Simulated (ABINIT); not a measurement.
# Tm (Fm-3m) in ABINIT: single point with LDA+U

Aim: the single point of Tm with LDA+U.

Everything below comes from runs of ABINIT 10.8.3 (patched build). Logs are shortened: lines on timing, memory, paths and dates and some standing lists are left out, and cuts for length are marked. The log counts tension as positive stress, the text compression.

### Step 1. Starting point

Symmetry: Fm-3m, No. 225, cubic system. Conventional cell: a = 4.936 Å, b = 4.936 Å, c = 4.936 Å, α = 90.00°, β = 90.00°, γ = 90.00°. Tm (site symmetry m-3m) has 12 Tm at 3.49 Å as nearest neighbours.

This isn't the form of Tm at room conditions, which is hcp.

### Step 2. Single point, LDA+U, collinear spin, ferromagnetic start

run.abi reads:

```
pp_dirpath "./"
pseudos "Tm.LDA_PW-JTH.xml"

acell 3*1.0 Angstrom
rprim
     0.0000000000     2.4680255249     2.4680255249
     2.4680255249     0.0000000000     2.4680255249
     2.4680255249     2.4680255249     0.0000000000
ntypat 1
znucl 69
natom 1
typat 1
xred
     0.0000000000     0.0000000000     0.0000000000

ecut 15.0
pawecutdg 30.0

kptopt 1
ngkpt 7 7 7
nshiftk 1
shiftk 0.0 0.0 0.0

ixc 7

nband 19
occopt 3
tsmear 0.05 eV

nsppol 2
spinat
     0.0000000000     0.0000000000     2.0000000000

usepawu 1
lpawu 3
upawu 5.0 eV
jpawu 0.5 eV

nstep 100
tolvrs 1.0e-9

iomode 3
prtwf 0
prtden 0
prteig 0
prtebands 0
enunit 1
```

Potentials or basis: JTH PAW LDA v2.0.

Run with:

```
> abinit run.abi > log 2>&1
```

run.abo:

```text
.Version 10.8.3 of ABINIT
 Symmetries : space group Fm -3 m (#225); Bravais cF (face-center cubic)
================================================================================
 Values of the parameters that define the memory need of the present run
     intxc =       0    ionmov =       0      iscf =      17    lmnmax =      32
     lnmax =       8     mgfft =      24  mpssoang =       4    mqgrid =    3001
     natom =       1  nloc_mem =       2    nspden =       2   nspinor =       1
    nsppol =       2      nsym =      48    n1xccc =       1    ntypat =       1
    occopt =       3   xclevel =       1
       mpw =         568          nfft =       13824          nkpt =          20
 PAW method is used; the additional fine FFT grid is defined by:
   mgfftf=        36    nfftf =     46656
================================================================================
================================================================================

--------------------------------------------------------------------------------
------------- Echo of variables that govern the present computation ------------
--------------------------------------------------------------------------------
 -outvars: echo values of preprocessed input variables --------
            acell      1.8897261259E+00  1.8897261259E+00  1.8897261259E+00 Bohr
              amu      1.68934210E+02
             ecut      1.50000000E+01 Hartree
           enunit           1
              ixc           7
            jpawu      1.83746611E-02 Hartree
         kptrlatt        7    0    0      0    7    0      0    0    7
          kptrlen      4.61701783E+01
            lpawu           3
            natom           1
            nband          19
            ngfft          24      24      24
          ngfftdg          36      36      36
             nkpt          20
           nspden           2
           nsppol           2
            nstep         100
             nsym          48
           ntypat           1
           occopt           3
        pawecutdg      3.00000000E+01 Hartree
           prtden           0
        prtebands           0
           prteig           0
            prtwf           0
            rprim      0.0000000000E+00  2.4680255249E+00  2.4680255249E+00
                       2.4680255249E+00  0.0000000000E+00  2.4680255249E+00
                       2.4680255249E+00  2.4680255249E+00  0.0000000000E+00
          spgroup         225
           spinat      0.0000000000E+00  0.0000000000E+00  2.0000000000E+00
           tolvrs      1.00000000E-09
           tsmear      1.83746611E-03 Hartree
            typat      1
            upawu      1.83746611E-01 Hartree
          usepawu           1
           useylm           1
            znucl       69.00000

================================================================================

 chkinp: Checking input parameters for consistency.

================================================================================
[... 161 lines left out ...]
       0.000000000000      0.000000000000      0.000000000000
 rms dE/dt=  0.0000E+00; max dE/dt=  0.0000E+00; dE/dt below (all hartree)
    1       0.000000000000      0.000000000000      0.000000000000

 cartesian coordinates (angstrom) at end:
    1      0.00000000000000     0.00000000000000     0.00000000000000

 cartesian forces (hartree/bohr) at end:
    1     -0.00000000000000    -0.00000000000000    -0.00000000000000
 frms,max,avg= 0.0000000E+00 0.0000000E+00   0.000E+00  0.000E+00  0.000E+00 h/b

 cartesian forces (eV/Angstrom) at end:
    1     -0.00000000000000    -0.00000000000000    -0.00000000000000
 frms,max,avg= 0.0000000E+00 0.0000000E+00   0.000E+00  0.000E+00  0.000E+00 e/A
 length scales=  1.889726125908  1.889726125908  1.889726125908 bohr
              =  1.000000000000  1.000000000000  1.000000000000 angstroms
 Fermi (or HOMO) energy (eV) =   3.25497   Average Vxc (eV)=  -9.81633
 Eigenvalues (   eV  ) for nkpt=  20  k points, SPIN UP:
 kpt#   1, nband= 19, wtk=  0.00292, kpt=  0.0000  0.0000  0.0000 (reduced coord)
 -45.96231  -19.17967  -19.17967  -19.17967   -2.10591    2.15987    2.15987    2.15987
   2.87653    2.87653    2.87653    6.22674    6.22674    6.22674    6.37054    8.85638
   8.85638   14.66418   17.19476
 prteigrs : prtvol=0 or 1, do not print more k-points.

 Eigenvalues (   eV  ) for nkpt=  20  k points, SPIN DOWN:
 kpt#   1, nband= 19, wtk=  0.00292, kpt=  0.0000  0.0000  0.0000 (reduced coord)
 -46.41786  -19.51205  -19.51205  -19.51205   -2.13830    0.13621    1.79355    1.79355
   1.79355    1.83099    1.83099    1.83099    6.10853    6.10853    6.10853    8.80833
   8.80833   13.63625   17.09952
 prteigrs : prtvol=0 or 1, do not print more k-points.

--- !EnergyTerms
iteration_state     : {dtset: 1, }
comment             : Components of total free energy in Hartree
kinetic             :  1.11741747228248E+01
hartree             :  5.53906683665113E+01
xc                  : -4.84397167044333E+00
Ewald energy        : -1.30009007177551E+02
psp_core            :  9.95253760333678E+00
local_psp           : -1.21397700479922E+02
PAW spherical_terms : -4.09100928397172E+01
internal            : -2.20643391474960E+02
'-kT*entropy'       : -3.94284096988928E-04
total_energy        : -2.20643785759057E+02
total_energy_eV     : -6.00402327706518E+03
...

--- !EnergyTermsDC
iteration_state     : {dtset: 1, }
comment             : '"Double-counting" decomposition of free energy'
band_energy         : -6.66488722649787E+00
Ewald energy        : -1.30009007177551E+02
psp_core            :  9.95253760333678E+00
xc_dc               : -5.38937760623274E+01
PAW spherical_terms : -4.00282614963908E+01
internal            : -2.20643394359430E+02
'-kT*entropy'       : -3.94284096988928E-04
total_energy_dc     : -2.20643788643527E+02
total_energy_dc_eV  : -6.00402335555561E+03
...

--- !EnergyTermsWithPAWCore
iteration_state     : {dtset: 1, }
comment             : 'Components of total free energy, including PAW core contributions'
Total energy        : -1.35590761984527E+04
Total energy DC     : -1.35590762013371E+04
Total energy (eV)   : -3.68961259574784E+05
Total energy DC (eV): -3.68961259653274E+05
...

 Cartesian components of stress tensor (hartree/bohr^3)
  sigma(1 1)= -6.63873677E-05  sigma(3 2)=  0.00000000E+00
  sigma(2 2)= -6.63873677E-05  sigma(3 1)=  0.00000000E+00
  sigma(3 3)= -6.63873677E-05  sigma(2 1)=  0.00000000E+00

-Cartesian components of stress tensor (GPa)         [Pressure=  1.9532E+00 GPa]
- sigma(1 1)= -1.95318379E+00  sigma(3 2)=  0.00000000E+00
- sigma(2 2)= -1.95318379E+00  sigma(3 1)=  0.00000000E+00
- sigma(3 3)= -1.95318379E+00  sigma(2 1)=  0.00000000E+00

== END DATASET(S) ==============================================================
================================================================================

 -outvars: echo values of variables after computation  --------
            acell      1.8897261259E+00  1.8897261259E+00  1.8897261259E+00 Bohr
           etotal     -2.2064378864E+02
            fcart     -0.0000000000E+00 -0.0000000000E+00 -0.0000000000E+00
            rprim      0.0000000000E+00  2.4680255249E+00  2.4680255249E+00
                       2.4680255249E+00  0.0000000000E+00  2.4680255249E+00
                       2.4680255249E+00  2.4680255249E+00  0.0000000000E+00
           strten     -6.6387367687E-05 -6.6387367687E-05 -6.6387367687E-05
                       0.0000000000E+00  0.0000000000E+00  0.0000000000E+00
 Calculation completed.
```

Wall time 2.2 min (1 thread of AMD EPYC, shared host); peak memory 0.1 GiB.

Results:

| Quantity | Value |
| --- | --- |
| Free energy | -6004.0234 eV |
| Pressure | 2.0 GPa |
| Band gap on the k mesh | none (metal or under the smearing width) |
| Net moment | -1.10 μB per cell |
| Site moments | Tm -1.11 μB |
| Valence electrons inside the program's atomic spheres | Tm 20.95 (radii [1.3287] Å) |

Levels at points of the mesh, in eV from the Fermi level:
Spin up:
```csv
k point,band 7,band 8,band 9,band 10,band 11,band 12,band 13,band 14,band 15,band 16
"(0.00, 0.00, 0.00)",-1.10,-1.10,-0.38,-0.38,-0.38,2.97,2.97,2.97,3.12,5.60
```
Spin down:
```
           k point  band 10  band 11  band 12  band 13  band 14  band 15
(0.00, 0.00, 0.00)    -1.42    -1.42    -1.42     2.85     2.85     2.85
```

Eigenvalues of the final occupation matrices:
| site | spin | trace | eigenvalues |
| --- | --- | --- | --- |
| atom 1 | 1 | 5.77 | 0.00 0.94 0.94 0.94 0.98 0.98 0.98 |
| atom 1 | 2 | 6.87 | 0.98 0.98 0.98 0.98 0.98 0.98 0.98 |

Caveat: the magnetic or orbital state may not be the lowest; spin-orbit coupling is left out, which moves the levels of the heavy elements. The state reached can hang on the start; a lower one may exist.
